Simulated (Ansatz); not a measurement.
## Ta: pressure against volume

Ta, Fm-3m, a = 4.176 Å. This isn't the element's structure at ambient conditions. Ansatz: PBEsol, PAW, 420 eV, Γ-centred 18×18×18 mesh on 1 atom, Gaussian smearing 0.10 eV; no spin polarisation. Symmetry fixes shape and atoms, so the cell is only scaled; pressure is positive in compression.

```
V (Å³/atom) P (GPa)
     17.109    13.93
     17.655     6.47
     18.201     0.02
     18.747    -5.60
     19.293        ?
```

**Question.** Take V0 = 18.201 Å³/atom, count pressures from its P0 = 0.02 GPa, fit the third-order Birch–Murnaghan form to the other rows, and predict the missing pressure.

**Answer.** With the Eulerian strain f = ½[(V0/V)^(2/3) − 1] and y = (P − P0)/[3f(1 + 2f)^(5/2)], the form is the line y = B0 + 1.5 B0 (B0′ − 4) f. Rows (f, y): 0.02106, 198.6; 0.01026, 199.2; -0.00976, 201.6. Means f = 0.007187, y = 199.80; Σ(Δf)² = 0.0004891, ΣΔfΔy = -0.04900; the slope is their ratio. y = 200.5 − 100.2 f GPa, so B0 = 200.5 GPa and B0′ = 4 + 2 × (-100.2)/(3 × 200.5) = 3.67. At V = 19.293, f = -0.01905, y = 202.41 and P = -10.48 GPa. The run gave -10.51 GPa, so the fit is 0.03 GPa too high, a small miss on the scale of the series. The form still works here, 33 % of the fitted range beyond its end.

Spin–orbit coupling is left out, which can shift energies with elements as heavy as these.